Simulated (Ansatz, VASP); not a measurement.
## One calculation of SiO2 (Stishovite), two programs

File INCAR:

```
PREC = Accurate ; ENCUT = 600
EDIFF = 1E-7 ; ISMEAR = 0
SIGMA = 0.02 ; LREAL = F
LASPH = T ; NELM = 80
ALGO = Normal ; ISIF = 4
LWAVE = F ; LCHARG = F
GGA = PE ; IBRION = 2
NSW = 50 ; EDIFFG = -0.01
```

KPOINTS

```
Automatic mesh
0
Gamma
  6 6 8
```

File POSCAR:

```
SiO2
1.0
    4.3318775121      0.0000000000      0.0000000000
    0.0000000000      4.3318775121      0.0000000000
    0.0000000000      0.0000000000      2.7271080563
Si O
2 4
Direct
    0.0000000000      0.0000000000      0.0000000000
    0.5000000000      0.5000000000      0.5000000000
    0.3085824433      0.3085824433      0.0000000000
    0.1914175567      0.8085824433      0.5000000000
    0.6914175567      0.6914175567      0.0000000000
    0.8085824433      0.1914175567      0.5000000000
```

Input for Ansatz:

```yaml
crystal:
  lattice:
    - [4.3318775121, 0.0, 0.0]
    - [0.0, 4.3318775121, 0.0]
    - [0.0, 0.0, 2.7271080563]
  atoms:
    - { symbol: Si, position: [0.0, 0.0, 0.0] }
    - { symbol: Si, position: [0.5, 0.5, 0.5] }
    - { symbol: O, position: [0.3085824433, 0.3085824433, 0.0] }
    - { symbol: O, position: [0.1914175567, 0.8085824433, 0.5] }
    - { symbol: O, position: [0.6914175567, 0.6914175567, 0.0] }
    - { symbol: O, position: [0.8085824433, 0.1914175567, 0.5] }
basis:
  ecutwfc: 420
kpoints:
  mp_grid: { grid: [6, 6, 8] }
hamiltonian:
  xc: pbe
scf:
  occupations: { method: gaussian, width: 0.02 }
output:
  forces: true
  stress: true
  eigenvalues: true
relax:
  adjacent_minimum: "off"
  f_tol: 0.01
  max_steps: 30
  cell: { stress_tol: 0.1, fix: [volume] }
```

Alike in both runs: task relaxation of shape and atoms at fixed volume; functional PBE; k mesh 6 × 6 × 8; occupations gaussian, width 0.02 eV; no spin polarisation.

```csv
,VASP,Ansatz
version,VASP 6.6.1,Ansatz 0.2.0
potentials or method,"VASP PAW PBE potentials, release 64 (Si, O)","scalar-relativistic, plane waves, PAW"
plane-wave cutoff (eV),600,420
valence electrons in the cell,32,32
```

|  | VASP | Ansatz | Ansatz less VASP |
| --- | --- | --- | --- |
| gap on the k mesh at the Fermi level, each at its own relaxed structure (eV) | 4.26 | 4.30 | +0.039 |
| relaxed volume (Å³/atom) | 8.53 | 8.53 | 0.000 |
| relaxed cell length with the largest relative difference (Å) | 2.711 | 2.707 | -0.0040 |
| energy change over the relaxation (meV/atom) | -1 | -1 | -0.4 |

A k mesh can miss the band edges. A hybrid or GW would open this gap; PBE tends to underestimate it.
